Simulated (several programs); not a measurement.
WS2 (R3m): methods side by side

A 3-atom cell of WS2 started from a crystallographic database, relaxed with r2SCAN+rVV10 in Ansatz, was computed with several methods. The symmetry is R3m (No. 160, trigonal); a = 3.172 Å, c = 18.712 Å in the conventional setting, 18.11 Å³ an atom. Around W lie 6 S at 2.41 Å; around S lie 3 W at 2.41 Å. Spin-unpolarised throughout; all numbers are computed.

Space group R3m:H (No. 160). a = 3.172 Å, b = 3.172 Å, c = 18.712 Å, α = 90.00°, β = 90.00°, γ = 120.00°
```tsv
atom	site	symmetry	x	y	z
W	3a	3m	0.0000	0.0000	0.0007
S	3a	3m	0.0000	0.0000	0.2506
S	3a	3m	0.3333	0.6667	0.0841
```

Gaps and times are for a single point on this cell; volume and bulk modulus come from each method's own relaxation or energy curve at fixed shape, which is too stiff where a cell has free coordinates or axes. Times are rough, from shared hosts (Arm Neoverse N1; Arm Neoverse V2; NVIDIA H100 80GB HBM3), and each method has its own mesh and cell size. A double dagger marks a value from a curve with shape and coordinates held. GFN1-xTB (tblite), GFN2-xTB (tblite) treat a cluster of cells at its zone centre, which samples few k points: where these miss a band edge, the gap comes out too large for that reason alone. Gaps from k meshes are read at a limited set of points (mesh, symmetry points, PBE's band edges), so each method's own least gap may be somewhat smaller. xTB and the PM methods were fitted mostly to molecules, and can miss a solid's gap by electronvolts. Minimal bases can be far off for gaps. Times of the plane-wave ladder aren't listed, since it ran on unlike processors and cards. Curves at held shape can't give the bulk modulus of a layered or molecular crystal, so none is listed. GLLB-SC's gap includes the derivative discontinuity. G0W0 is at finite bands, cutoff and mesh. d marks a direct gap, i an indirect one (no mark: not told apart), a dash a value that wasn't computed or didn't pass its checks.

| method | kind | gap (eV) | own volume (Å³/atom) | bulk modulus (GPa) | atoms computed | processor time |
| --- | --- | --- | --- | --- | --- | --- |
| PBE-D3(BJ) | semilocal | – | 17.39 | – | 3 | – |
| r2SCAN+rVV10 | semilocal | – | 18.11 | – | 3 | – |
| PBE-D4 | semilocal | – | 17.49 | – | 3 | – |
| light PBE (260 eV and a coarse mesh) | light plane-wave | 1.07 i | – | – | 3 | 1.2 s |
| GFN1-xTB (tblite) | tight binding | 2.36 | 18.26‡ | – | cluster | 5.4 s |
| GFN2-xTB (tblite) | tight binding | 1.42 | 19.07‡ | – | cluster | 11 s |
| PBE | semilocal | 1.07 i | – | – | 3 | – |
| PBE/single zeta (GPAW) | small basis | 1.05 i | – | – | 3 | 15 s |
| r2SCAN | semilocal | 1.18 i | – | – | 3 | – |
| PBE/SZV (CP2K) | small basis | 0.56 i | 18.82‡ | – | 3 | 23 s |
| LDA | semilocal | 0.99 i | – | – | 3 | – |
| PBE/DZVP (CP2K) | small basis | 1.11 i | 18.36‡ | – | 3 | 39 s |
| GLLB-SC (GPAW) | model potential | 1.63 | – | – | 3 | 88 s |
| G0W0@r2SCAN (180 eV screening cutoff) | many-body | 1.55 | – | – | 3 | – |
| G0W0@HSE06 (180 eV screening cutoff) | many-body | 1.68 | – | – | 3 | – |
| PBE+SOC | semilocal | 0.94 i | – | – | 3 | – |
| G0W0@PBE (260 eV screening cutoff) | many-body | 1.49 | – | – | 3 | – |
| G0W0@PBE0 (180 eV screening cutoff) | many-body | 1.81 | – | – | 3 | – |
| HSE06 | hybrid | 1.60 i | – | – | 3 | – |
| PBE0 | hybrid | 2.26 i | – | – | 3 | – |
| DDH-PBE0 | hybrid | 1.49 i | – | – | 3 | – |

Against HSE06 (1.60 eV) and with closed or daggered gaps left aside, the nearest gap at the points sampled is that of GLLB-SC (GPAW) (+0.03 eV) and the farthest that of PBE/SZV (CP2K) (-1.04 eV). HSE06 is only a yardstick of convenience, and nearness to it can be luck.

Runs without a result: PM7 (MOPAC) (single point, out of time).

Only the rows marked +SOC include spin-orbit coupling.
